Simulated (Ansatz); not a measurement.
A crystal relaxed with r2SCAN+rVV10 in the PAW code Ansatz has space group P4/nmm:1 (No. 129) and a = 3.793 Å, c = 4.758 Å.

| atom | site | x | y | z |
| --- | --- | --- | --- | --- |
| Sn | 2c | 0.5000 | 0.0000 | 0.2410 |
| Xx | 2a | 0.0000 | 0.0000 | 0.0000 |

r2SCAN gives an indirect gap of 0.02 eV, from Γ to M; the least direct gap is 2.21 eV at M. (With 0.02 eV of smearing so small a gap leaves both edges partly filled, and it could close between the points sampled.) With HSE06 the valence top lies at Γ and the conduction bottom at M, 0.24 eV higher; the smallest vertical gap, at M, is 2.57 eV. With PBE the bands overlap by 0.08 eV (counted from 1, band 20 peaks at M–Γ (0.90 of the way from M) and band 21 bottoms out at M): no gap. Meshes: r2SCAN 6×6×6, HSE06 4×4×4, PBE 6×6×6.

Q: Which element is Xx?
A. Te
B. S
C. Se
D. O

A: D. Xx is O: SnO (started from an entry of an open crystallographic database). Sn is surrounded by 4 O at 2.22 Å; O is surrounded by 4 Sn at 2.22 Å.

(Simulation; spin polarisation is off.)

Spin-orbit coupling is left out, which matters wherever the heavy atoms make up the band edges.

Where an edge lies off the special points, it is a point of the mesh or the k point where a search put PBE's edge or least direct gap, reused for the other functionals, whose own edges may lie a little apart; PBE's own value is read along its path and can be a few hundredths of an eV high.

The meshes of the hybrids are coarse, so their gaps aren't converged to the digits shown.
